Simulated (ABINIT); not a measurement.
# ZnS (P1) in ABINIT: electric field gradients with PBEsol

Aim: the electric field gradients of ZnS with PBEsol.

Program: ABINIT 10.8.3 (patched build). These are calculated values, not measurements. Logs are shortened: lines on timing, memory, paths and dates and some standing lists are left out, and cuts for length are marked. The log counts tension as positive stress, the text compression.

## Step 1: The cell of the first run

The typed cell holds 2 atoms: a = 3.821 Å, b = 3.821 Å, c = 3.821 Å, α = 60.00°, β = 60.00°, γ = 60.00°.

## Step 2: Electric field gradients, PBEsol, collinear spin, ferromagnetic start (atoms moved at random, drawn with an rms of 0.1 Å)

Contents of run.abi:

```
# Pseudopotentials
pp_dirpath "./"
pseudos "Zn.GGA_PBE-JTH.xml, S.GGA_PBE-JTH.xml"

# Structure
acell 3.8212050455 3.8212050455 3.8212050455 Angstrom
rprim
     0.0000000000     0.7071067812     0.7071067812
     0.7071067812     0.0000000000     0.7071067812
     0.7071067812     0.7071067812     0.0000000000
ntypat 2
znucl 30 16
natom 2
typat 1 2
xred
     0.7347270000     0.7360990000     0.7859650000
    -0.0251530000     0.0072860000     0.0049360000
chkprim 0
chksymtnons 0
tolsym 1.0e-6

# Plane-wave basis
ecut 20.0
pawecutdg 40.0

# k points
kptopt 1
ngkpt 8 8 8
nshiftk 1
shiftk 0.0 0.0 0.0

# Exchange and correlation
ixc -116133

# Bands and occupations
nband 13
occopt 7
tsmear 0.1 eV

# Spin
nsppol 2
spinat
     0.0000000000     0.0000000000     0.5000000000
     0.0000000000     0.0000000000     0.0000000000

# SCF cycle
nstep 100
tolvrs 1.0e-9

# Output
iomode 3
prtwf 0
prteig 0
prtebands 0
prtden 1
prtvha 1
prtvclmb 1
prtpot 1

# Electric field gradients
nucefg 2
quadmom 2*1.0
nucfc 1
```

Potentials or basis: JTH PAW PBE v2.0.

Started as:

```bash
> abinit run.abi > log 2>&1
```

run.abo:

```text
.Version 10.8.3 of ABINIT
 Symmetries : space group P1 (#  1); Bravais aP (primitive triclinic)
================================================================================
 Values of the parameters that define the memory need of the present run
     intxc =       0    ionmov =       0      iscf =      17    lmnmax =      18
     lnmax =       6     mgfft =      30  mpssoang =       3    mqgrid =    3001
     natom =       2  nloc_mem =       2    nspden =       2   nspinor =       1
    nsppol =       2      nsym =       1    n1xccc =       1    ntypat =       2
    occopt =       7   xclevel =       2
       mpw =        1155          nfft =       27000          nkpt =         260
 PAW method is used; the additional fine FFT grid is defined by:
   mgfftf=        45    nfftf =     91125
================================================================================
================================================================================

--------------------------------------------------------------------------------
------------- Echo of variables that govern the present computation ------------
--------------------------------------------------------------------------------
 -outvars: echo values of preprocessed input variables --------
            acell      7.2210310069E+00  7.2210310069E+00  7.2210310069E+00 Bohr
              amu      6.53900000E+01  3.20660000E+01
          chkprim           0
      chksymtnons           0
             ecut      2.00000000E+01 Hartree
                       outvar_i_n : Printing only first  50 k-points.
              ixc     -116133
                       outvar_i_n : Printing only first  50 k-points.
         kptrlatt        8    0    0      0    8    0      0    0    8
          kptrlen      5.77682481E+01
            natom           2
            nband          13
            ngfft          30      30      30
          ngfftdg          45      45      45
             nkpt         260
           nspden           2
           nsppol           2
            nstep         100
             nsym           1
           ntypat           2
           nucefg           2
            nucfc           1
                       prtocc : prtvol=0, do not print more k-points.
                       1.000000  1.000000  1.000000  1.000000  1.000000  1.000000
                       1.000000  1.000000  1.000000  0.000000  0.000000  0.000000
                       0.000000
                       1.000000  1.000000  1.000000  1.000000  1.000000  1.000000
                       1.000000  1.000000  1.000000  0.000000  0.000000  0.000000
                       0.000000
                       1.000000  1.000000  1.000000  1.000000  1.000000  1.000000
                       1.000000  1.000000  1.000000  0.000000  0.000000  0.000000
                       0.000000
                       1.000000  1.000000  1.000000  1.000000  1.000000  1.000000
                       1.000000  1.000000  1.000000  0.000000  0.000000  0.000000
                       0.000000
                       1.000000  1.000000  1.000000  1.000000  1.000000  1.000000
                       1.000000  1.000000  1.000000  0.000000  0.000000  0.000000
                       0.000000
                       1.000000  1.000000  1.000000  1.000000  1.000000  1.000000
                       1.000000  1.000000  1.000000  0.000000  0.000000  0.000000
[... 118 lines left out ...]
                       1.000000  1.000000  1.000000  1.000000  1.000000  1.000000
                       1.000000  1.000000  1.000000  0.000000  0.000000  0.000000
                       0.000000
                       1.000000  1.000000  1.000000  1.000000  1.000000  1.000000
                       1.000000  1.000000  1.000000  0.000000  0.000000  0.000000
                       0.000000
                       1.000000  1.000000  1.000000  1.000000  1.000000  1.000000
                       1.000000  1.000000  1.000000  0.000000  0.000000  0.000000
                       0.000000
                       1.000000  1.000000  1.000000  1.000000  1.000000  1.000000
                       1.000000  1.000000  1.000000  0.000000  0.000000  0.000000
                       0.000000
                       1.000000  1.000000  1.000000  1.000000  1.000000  1.000000
                       1.000000  1.000000  1.000000  0.000000  0.000000  0.000000
                       0.000000
                       prtocc : prtvol=0, do not print more k-points.
           occopt           7
        pawecutdg      4.00000000E+01 Hartree
         pawxcdev           0
        prtebands           0
           prteig           0
           prtpot           1
         prtvclmb           1
           prtvha           1
            prtwf           0
          quadmom      1.00000000E+00  1.00000000E+00
            rprim      0.0000000000E+00  7.0710678120E-01  7.0710678120E-01
                       7.0710678120E-01  0.0000000000E+00  7.0710678120E-01
                       7.0710678120E-01  7.0710678120E-01  0.0000000000E+00
          spgroup           1
           spinat      0.0000000000E+00  0.0000000000E+00  5.0000000000E-01
                       0.0000000000E+00  0.0000000000E+00  0.0000000000E+00
           tolsym      1.00000000E-06
           tolvrs      1.00000000E-09
           tsmear      3.67493222E-03 Hartree
            typat      1  2
           useylm           1
                       outvars : Printing only first  50 k-points.
           xangst      4.1126169280E+00  4.1089097840E+00  3.9741718520E+00
                       3.3023844000E-02 -5.4626334001E-02 -4.8276634001E-02
            xcart      7.7717196548E+00  7.7647141679E+00  7.5100963777E+00
                       6.2406020785E-02 -1.0322881052E-01 -9.1229616542E-02
             xred      7.3472700000E-01  7.3609900000E-01  7.8596500000E-01
[... 119 lines left out ...]
cartesian_forces: # hartree/bohr
- [ -1.52617972E-03,  -1.16431682E-02,   2.19010901E-03, ]
- [  1.52617972E-03,   1.16431682E-02,  -2.19010901E-03, ]
force_length_stats: {min:   1.19452571E-02, max:   1.19452571E-02, mean:   1.19452571E-02, }
...

 Integrated electronic and magnetization densities in atomic spheres:
 ------------------------------------------------------------------------------------------------------------
 Radius=ratsph(iatom), smearing ratsm=  0.0000. Diff(up-dn)=approximate z local magnetic moment.
    Atom    Radius    up_density   dn_density  Total(up+dn)  Diff(up-dn)
    1 Zn   2.30770     5.402883     5.402883     10.805766     0.000000
    2  S   1.90380     1.791904     1.791904      3.583808     0.000000
 ------------------------------------------------------------------------------------------------------------
  Sum:                 7.194787     7.194787     14.389574     0.000001
 Total magnetization (from the atomic spheres):                0.000001
 Total magnetization (exact up - dn):                          0.000000

 Electric Field Gradient Calculation

   atom :    1   typat :    1

   Nuclear quad. mom. (barns) :    1.0000   Cq (MHz) :   75.5951   eta :    0.9507

      efg eigval (au) :     -0.313803 ; (1.0E+21 V/m^2) :      -3.04933763
-         eigvec :      0.710425    -0.025100     0.703325

      efg eigval (au) :     -0.007926 ; (1.0E+21 V/m^2) :      -0.07702404
-         eigvec :      0.216210    -0.943250    -0.252055
[... 16 lines left out ...]
      efg_paw :     -0.014260     0.077301    -0.294965
      efg_paw :      0.077301     0.027687    -0.066061
      efg_paw :     -0.294965    -0.066061    -0.013426

   atom :    2   typat :    2

   Nuclear quad. mom. (barns) :    1.0000   Cq (MHz) :  -41.0660   eta :    0.7834

      efg eigval (au) :     -0.174775 ; (1.0E+21 V/m^2) :      -1.69835452
-         eigvec :      0.665018     0.348543    -0.660507

      efg eigval (au) :      0.018928 ; (1.0E+21 V/m^2) :       0.18392884
-         eigvec :      0.230702    -0.937035    -0.262188
[... 16 lines left out ...]
      efg_paw :      0.000803    -0.034332     0.106203
      efg_paw :     -0.034332    -0.001549     0.031522
      efg_paw :      0.106203     0.031522     0.000747

 Fermi-contact Term Calculation

 Atom   1, typat   1: FC total =      11.3288
 Atom   1, typat   1: FC up - down =       0.0000
 Atom   2, typat   2: FC total =      18.8643
 Atom   2, typat   2: FC up - down =       0.0000

================================================================================

 ----iterations are completed or convergence reached----

 Mean square residual over all n,k,spin=   11.548E-08; max=  34.142E-05
 reduced coordinates (array xred) for    2 atoms
       0.734727000000      0.736099000000      0.785965000000
      -0.025153000000      0.007286000000      0.004936000000
 rms dE/dt=  4.7829E-02; max dE/dt=  6.7332E-02; dE/dt below (all hartree)
    1       0.048199774142     -0.003304239489      0.067331700418
    2      -0.048335621980      0.003475859522     -0.067154733427

 cartesian coordinates (angstrom) at end:
    1      4.11261692804369     4.10890978404365     3.97417185204222
    2      0.03302384400035    -0.05462633400058    -0.04827663400051

 cartesian forces (hartree/bohr) at end:
    1     -0.00152617971853    -0.01164316815669     0.00219010900829
    2      0.00152617971853     0.01164316815669    -0.00219010900829
 frms,max,avg= 6.8965974E-03 1.1643168E-02  -2.372E-05  6.390E-06  6.913E-06 h/b

 cartesian forces (eV/Angstrom) at end:
    1     -0.07847931652072    -0.59871577899775     0.11261993328138
    2      0.07847931652072     0.59871577899775    -0.11261993328138
 frms,max,avg= 3.5463730E-01 5.9871578E-01  -1.220E-03  3.286E-04  3.555E-04 e/A
 length scales=  7.221031006932  7.221031006932  7.221031006932 bohr
              =  3.821205045500  3.821205045500  3.821205045500 angstroms
 Fermi (or HOMO) energy (hartree) =   0.22836   Average Vxc (hartree)=  -0.35169
 Magnetization (Bohr magneton)=  0.00000000E+00
 Total spin up =  9.00000000E+00   Total spin down =  9.00000000E+00
 Eigenvalues (hartree) for nkpt= 260  k points, SPIN UP:
 kpt#   1, nband= 13, wtk=  0.00195, kpt=  0.0000  0.0000  0.0000 (reduced coord)
  -0.29268   -0.04607   -0.04345   -0.03969   -0.02471   -0.02456    0.18708    0.19180
   0.19461    0.26385    0.42149    0.42195    0.42515
      occupation numbers for kpt#   1
   1.00000    1.00000    1.00000    1.00000    1.00000    1.00000    1.00000    1.00000
   1.00000    0.00000    0.00000    0.00000    0.00000
 prteigrs : prtvol=0 or 1, do not print more k-points.

 Eigenvalues (hartree) for nkpt= 260  k points, SPIN DOWN:
 kpt#   1, nband= 13, wtk=  0.00195, kpt=  0.0000  0.0000  0.0000 (reduced coord)
  -0.29268   -0.04607   -0.04345   -0.03969   -0.02471   -0.02456    0.18708    0.19180
   0.19461    0.26385    0.42149    0.42195    0.42515
      occupation numbers for kpt#   1
   1.00000    1.00000    1.00000    1.00000    1.00000    1.00000    1.00000    1.00000
   1.00000    0.00000    0.00000    0.00000    0.00000
 prteigrs : prtvol=0 or 1, do not print more k-points.

--- !EnergyTerms
iteration_state     : {dtset: 1, }
comment             : Components of total free energy in Hartree
kinetic             :  1.10097924264738E+01
hartree             :  2.11861025411397E+01
xc                  : -5.38842853395362E+00
Ewald energy        : -4.60341142715342E+01
psp_core            :  7.76162073137154E-01
local_psp           : -7.44342475953402E+01
PAW spherical_terms :  1.82213418011293E+01
internal            : -7.46633915589480E+01
'-kT*entropy'       : -6.67701743582919E-18
total_energy        : -7.46633915589480E+01
total_energy_eV     : -2.03169438614545E+03
...

--- !EnergyTermsDC
iteration_state     : {dtset: 1, }
comment             : '"Double-counting" decomposition of free energy'
band_energy         : -2.20522688003897E-01
Ewald energy        : -4.60341142715342E+01
psp_core            :  7.76162073137154E-01
xc_dc               : -2.06764537086034E+01
PAW spherical_terms : -8.50846100561951E+00
internal            : -7.46633896006238E+01
'-kT*entropy'       : -6.67701743582919E-18
total_energy_dc     : -7.46633896006238E+01
total_energy_dc_eV  : -2.03169433285674E+03
...

--- !EnergyTermsWithPAWCore
iteration_state     : {dtset: 1, }
comment             : 'Components of total free energy, including PAW core contributions'
Total energy        : -2.19328407240579E+03
Total energy DC     : -2.19328407044746E+03
Total energy (eV)   : -5.96823000413920E+04
Total energy DC (eV): -5.96822999881033E+04
...

 Cartesian components of stress tensor (hartree/bohr^3)
  sigma(1 1)=  6.35704379E-05  sigma(3 2)= -9.98840126E-06
  sigma(2 2)=  7.65041260E-05  sigma(3 1)= -7.66316098E-05
  sigma(3 3)=  6.43070053E-05  sigma(2 1)=  1.41920916E-05

-Cartesian components of stress tensor (GPa)         [Pressure= -2.0044E+00 GPa]
- sigma(1 1)=  1.87030686E+00  sigma(3 2)= -2.93868911E-01
- sigma(2 2)=  2.25082910E+00  sigma(3 1)= -2.25457980E+00
- sigma(3 3)=  1.89197741E+00  sigma(2 1)=  4.17545751E-01

== END DATASET(S) ==============================================================
================================================================================

 -outvars: echo values of variables after computation  --------
            acell      7.2210310069E+00  7.2210310069E+00  7.2210310069E+00 Bohr
           etotal     -7.4663389601E+01
            fcart     -1.5261797185E-03 -1.1643168157E-02  2.1901090083E-03
                       1.5261797185E-03  1.1643168157E-02 -2.1901090083E-03
            rprim      0.0000000000E+00  7.0710678120E-01  7.0710678120E-01
                       7.0710678120E-01  0.0000000000E+00  7.0710678120E-01
                       7.0710678120E-01  7.0710678120E-01  0.0000000000E+00
           strten      6.3570437949E-05  7.6504126048E-05  6.4307005256E-05
                      -9.9884012588E-06 -7.6631609820E-05  1.4192091610E-05
           xangst      4.1126169280E+00  4.1089097840E+00  3.9741718520E+00
                       3.3023844000E-02 -5.4626334001E-02 -4.8276634001E-02
             xred      7.3472700000E-01  7.3609900000E-01  7.8596500000E-01
                      -2.5153000000E-02  7.2860000000E-03  4.9360000000E-03
 Calculation completed.
```

Run time: 13 min. Hardware: 1 thread of Arm Neoverse N1, shared host; peak memory 0.34 GiB.

What came out:

```
Free energy                                           : -2031.6943 eV
Largest force                                         : 0.614 eV/Å
Band gap on the k mesh                                : 1.88 eV, direct
Net moment                                            : 0.00 μB per cell
Valence electrons inside the program's atomic spheres : Zn 10.81; S 3.58
```

Forces in eV/Å, atoms in the order of the input:
```
Zn  -0.078 -0.599  0.113
S    0.078  0.599 -0.113
```

Levels at points of the mesh, in eV from the valence-band top:
Spin up:
```csv
k point,band 5,band 6,band 7,band 8,band 9,band 10,band 11,band 12,band 13
"(0.00, 0.00, 0.00)",-5.97,-5.96,-0.21,-0.08,0.00,1.88,6.17,6.19,6.27
"(0.50, 0.00, 0.00)",-5.93,-5.76,-5.35,-1.14,-0.75,3.05,6.36,7.01,8.56
"(0.00, 0.50, 0.00)",-5.93,-5.78,-5.59,-1.15,-0.83,3.19,6.52,7.09,8.66
"(0.50, 0.50, 0.00)",-5.89,-5.75,-4.70,-2.35,-2.29,3.12,3.86,10.71,11.77
"(0.00, 0.00, 0.50)",-5.92,-5.75,-5.20,-1.04,-0.80,2.95,6.40,6.78,8.50
"(0.50, 0.00, 0.50)",-5.89,-5.75,-4.67,-2.38,-2.28,3.08,3.93,10.70,11.62
"(0.00, 0.50, 0.50)",-5.89,-5.75,-4.70,-2.35,-2.29,3.12,3.86,10.71,11.81
"(0.50, 0.50, 0.50)",-5.93,-5.78,-5.58,-1.15,-0.82,3.19,6.50,7.09,8.65
```
Spin down:
```tsv
k point	band 7	band 8	band 9	band 10	band 11	band 12
(0.00, 0.00, 0.00)	-0.21	-0.08	0.00	1.88	6.17	6.19
(0.50, 0.00, 0.00)	-5.35	-1.14	-0.75	3.05	6.36	7.01
(0.00, 0.50, 0.00)	-5.59	-1.15	-0.83	3.19	6.52	7.09
(0.50, 0.50, 0.00)	-4.70	-2.35	-2.29	3.12	3.86	10.71
(0.00, 0.00, 0.50)	-5.20	-1.04	-0.80	2.95	6.40	6.78
(0.50, 0.00, 0.50)	-4.67	-2.38	-2.28	3.08	3.93	10.70
(0.00, 0.50, 0.50)	-4.70	-2.35	-2.29	3.12	3.86	10.71
(0.50, 0.50, 0.50)	-5.58	-1.15	-0.82	3.19	6.50	7.09
```

Electric field gradients, principal values (1e21 V/m²):
| atom | Vxx | Vyy | Vzz | η |
| --- | --- | --- | --- | --- |
| 1 Zn | -0.077 | -3.049 | 3.126 | 0.95 |
| 2 S | 0.184 | 1.514 | -1.698 | 0.78 |

Caveat: Libxc's GGAs can fail where the two spin gradients oppose each other; the cutoff is too short for stress, so the log's stress isn't used; small starting moments can end in a higher magnetic state in this program; the PAW data sets were made with another functional, which shifts forces and pressure a little.
